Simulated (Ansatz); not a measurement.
Al$_{2}$O$_{3}$ (Pnnm), zone-centre modes

Computed with DFT PBE, scalar-relativistic, plane waves, PAW in Ansatz 0.2.0. Cutoff 420 eV, Γ-centred 6×4×8 k-points, Gaussian smearing of 0.05 eV. No spin polarisation.

The undisturbed cell (relaxed at this level; this form isn't the usual structure):

```
Al O
1.0
     4.71218    0.00000    0.00000
     0.00000    9.70354    0.00000
     0.00000    0.00000    3.02571
Al O
4 6
Cartesian
  2.0344 3.1979 1.5129
  2.6777 6.5057 1.5129
  4.3905 1.6539 0.0000
  0.3216 8.0496 0.0000
  3.5556 2.2023 1.5129
  0.0000 0.0000 0.0000
  3.5127 7.0541 0.0000
  1.1995 2.6494 0.0000
  1.1566 7.5012 1.5129
  2.3561 4.8518 1.5129
```

Harmonic modes by finite displacements of 0.02 Å, without the LO–TO term.

Q: At this geometry, is the structure stable against these modes?

A: Yes: no mode is imaginary beyond 10 cm⁻¹, and only the three translations lie near zero.

Q: List the wavenumbers in cm⁻¹.

A: 0, 0, 0, 53, 66, 98, 103, 134, 204, 256, 256, 301, 305, 327, 373, 405, 518, 522, 573, 629, 642, 642, 659, 660, 673, 697, 737, 850, 1052, 1147.

Cost: 1 run of about 12 core-minutes, on Intel Xeon Processor @ 2.50GHz (Skylake/Cascade Lake) (shared hosts).